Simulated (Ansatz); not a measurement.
Te:

```
Te
1.0
     4.45400    0.00000    0.00000
    -2.22700    3.85728    0.00000
     0.00000    0.00000    5.92400
Te
3
Direct
  0.73100 0.73100 0.00000
  0.00000 0.26900 0.66667
  0.26900 0.00000 0.33333
```

```yaml
Program: Ansatz 0.2.0
Task: relaxation of cell and atoms
Functional: PBE
Dispersion: D4
Potentials_or_basis: Ansatz PAW
Cutoff: "420 eV (not typed: the program's choice for these potentials)"
k_mesh: 7 × 7 × 5
Occupations: fermi-dirac, width 0.05 eV
Spin: no spin polarisation
```

At the start: volume 33.93 Å³/atom.

Problem. How do energy, volume and symmetry change on relaxing?

Solution. It ends after 6 steps and the volume is 32.09 Å³/atom (-5.4 %); space group P3_121 (No. 152, to 0.05 Å).

Step by step:
| step | energy change (eV) | largest force (eV/Å) | volume (Å³) |
| --- | --- | --- | --- |
| 1 | 0.0000 | 0.1527 | 101.78 |
| 2 | -0.0280 | 0.1155 | 97.47 |
| 3 | -0.0351 | 0.0616 | 96.34 |
| 4 | -0.0367 | 0.0095 | 95.98 |
| 5 | -0.0367 | 0.0024 | 96.26 |
| 6 | -0.0359 | 0.0024 | 96.26 |

Final structure:
```
CELL_PARAMETERS angstrom
4.31691 0.00000 0.00000
-2.15845 3.73855 0.00000
0.00000 0.00000 5.96442
ATOMIC_POSITIONS crystal
Te 0.71533 0.71533 0.00000
Te 0.00000 0.28467 0.66667
Te 0.28467 0.00000 0.33333
```

Caveat: the plane-wave basis is chosen anew once the cell has moved, so the energies of steps on either side of that aren't comparable.
